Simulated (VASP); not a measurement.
VASP input:

### POSCAR
```
SrF2
1
    0.0000000000     2.9320470000     2.9320470000
    2.9320470000     0.0000000000     2.9320470000
    2.9320470000     2.9320470000     0.0000000000
Sr F
1 2
Direct
  0.0000000000   0.0000000000   0.0000000000
  0.7500000000   0.7500000000   0.7500000000
  0.2500000000   0.2500000000   0.2500000000
```

### KPOINTS
```
Automatic mesh
0
gamma
 8 8 8
0.5 0.5 0.5
```

### INCAR
```
! general
SYSTEM  = SrF2
PREC    = Accurate
ENCUT   = 360
LREAL   = .FALSE.
LASPH   = .TRUE.

! electronic loop
EDIFF   = 1E-6
NELM    = 100
ALGO    = Normal
LMAXMIX = 4

! smearing
ISMEAR  = 0
SIGMA   = 0.05

! functional
GGA     = PE

! ions
ISIF    = 2

! output
LWAVE   = .FALSE.
LCHARG  = .FALSE.
```

POTCAR, in this order: Sr_sv F (PBE.64 set). Program: vasp_std.

**Question.** Write an equivalent input for Ansatz.

**Answer.** One equivalent input (not run):
Ansatz 0.2 input:
```yaml
crystal:
  lattice:
    - [0.0000000, 2.9320470, 2.9320470]
    - [2.9320470, 0.0000000, 2.9320470]
    - [2.9320470, 2.9320470, 0.0000000]
  atoms:
    - { symbol: Sr, position: [0.0000000, 0.0000000, 0.0000000] }
    - { symbol: F, position: [0.7500000, 0.7500000, 0.7500000] }
    - { symbol: F, position: [0.2500000, 0.2500000, 0.2500000] }
kpoints:
  mp_grid: { grid: [8, 8, 8], shift: [0.5, 0.5, 0.5] }
hamiltonian:
  xc: pbe
  pseudopotentials: { kind: paw }
scf:
  occupations: { method: gaussian, width: 0.05 }
  max_iter: 100
output: { forces: true, stress: true, eigenvalues: true }
```
What does not carry over: each code has its own PAW files, so the cut-off isn't converted (ENCUT is set for VASP's; basis.ecutwfc is left out, and Ansatz then takes the one that its files recommend); Ansatz stops its SCF on the density residual and VASP on the energy change (EDIFF).

The structure comes from a computed database's SrF2 entry; how it stands against other phases isn't given here. The cell was not relaxed at this level. The run is one of a series of settings (ENCUT = 360 against the base run), some of them coarse on purpose.
